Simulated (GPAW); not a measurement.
Crystal: Cr.

```
CELL_PARAMETERS angstrom
2.71400 0.00000 0.00000
-1.35700 2.35039 0.00000
0.00000 0.00000 4.41000
ATOMIC_POSITIONS crystal
Cr 0.66667 0.33333 0.75000
Cr 0.33333 0.66667 0.25000
```

This isn't the form of Cr at room conditions, which is bcc.

Base run:

* Program: GPAW 26.7.0
* Functional: PBEsol
* Potentials or basis: PAW data sets generated in the run's folder for this functional
* Cutoff: 600 eV
* Basis: pw
* k mesh: 10 × 10 × 5
* Occupations: fermi-dirac, width 0.05 eV
* Spin: collinear spin, ferromagnetic start
* Starting moments: [3.0, 3.0] μB
* Hubbard terms: Cr d U = 2 eV

Its results: pressure 12.6 GPa; net moment 6.62 μB per cell; site moments Cr +2.94 μB.

Question: The run is repeated on the same cell with these changes: hubbard terms from Cr d U = 2 eV to Cr d U = 3 eV. What comes out?

Answer: Pressure 37.2 GPa; net moment 8.28 μB per cell; site moments Cr +3.59 μB.

Caveats: the U is typed as a test and isn't derived for this compound; a pressure of tens of GPa on the cell as given is suspect, and the run, the potentials or the cell itself is likely at fault (some runs).

Not every run made on this cell is shown here.
